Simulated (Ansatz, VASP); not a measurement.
# Two plane-wave programs on Al5GaAs6

```xyz
12
Lattice="7.0028 0.0000 0.0000 -3.5014 6.0646 0.0000 0.0000 0.0000 6.6482" Properties=species:S:1:pos:R:3 pbc="T T T"
Al    1.1682    2.0233    6.6442
Al   -2.3332    4.0413    6.6442
Al    4.6665    0.0000    6.6442
Al    3.5014    2.0215    3.3237
Al    0.0000    4.0431    3.3237
Ga    0.0000    0.0000    3.3278
As    1.1700    2.0264    2.4849
As   -2.3315    4.0382    2.4849
As    4.6629    0.0000    2.4849
As    3.5014    2.0215    5.8105
As    0.0000    4.0431    5.8105
As    0.0000    0.0000    5.8237
```

Alike in both runs: functional PBE; k mesh 6 × 6 × 4; occupations gaussian, width 0.02 eV; no spin polarisation.

Ansatz relaxed the structure, and its values are those at the end. VASP's run is a single point on that final structure, the one shown.

|  | VASP | Ansatz |
| --- | --- | --- |
| version | VASP 6.6.1 | Ansatz 0.2.0 |
| potentials or method | VASP PAW PBE potentials, release 64 (Al, Ga_d, As) | scalar-relativistic, plane waves, PAW |
| plane-wave cutoff (eV) | 520 | 420 |
| valence electrons in the cell | 58 | 118 |

```csv
,VASP,Ansatz,Ansatz less VASP
gap on the k mesh at the Fermi level (eV),1.35,1.35,+0.002
least direct gap on the mesh (eV),1.35,1.35,+0.002
pressure (GPa),0.2,0.0,-0.16
```

The two sets of potentials don't hold the same shells in valence.

A k mesh can miss the band edges.
